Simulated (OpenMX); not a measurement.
The system is AgCl (Chlorargyrite).

```
Ag Cl
1.0
     0.00000    2.73500    2.73500
     2.73500    0.00000    2.73500
     2.73500    2.73500    0.00000
Ag Cl
1 1
Direct
  0.98280 0.01129 0.99551
  0.49628 0.50908 0.50356
```

The cell isn't the ideal one: atoms moved at random, drawn with an rms of 0.05 Å.

Base run:

```yaml
Program: OpenMX 3.8.5
Functional: PBE
Potentials_or_basis: OpenMX 2013 PBE set, Ag7.0-s3p2d1, Cl7.0-s2p2d1, grid cutoff 400 Ry
k_mesh: 9 × 9 × 9
Occupations: fermi-dirac, width 0.05 eV
Spin: no spin polarisation
```

Its results: band gap on the k mesh 1.19 eV, indirect (least direct gap 3.42 eV); pressure 5.8 GPa; largest force 0.135 eV/Å.

**Question.** The run is repeated on the same cell with these changes: potentials or basis from OpenMX 2013 PBE set, Ag7.0-s3p2d1, Cl7.0-s2p2d1, grid cutoff 400 Ry to OpenMX 2013 PBE set, Ag7.0-s3p2d2f1, Cl7.0-s3p2d2f1, grid cutoff 400 Ry. What comes out?

**Answer.** Band gap on the k mesh 1.09 eV, indirect (least direct gap 3.32 eV); pressure 4.7 GPa; largest force 0.118 eV/Å.

Caveats: an odd mesh through Γ misses points on the zone boundary, where band edges often lie; the basis of atomic orbitals isn't converged, which shifts pressures, moduli and gaps.
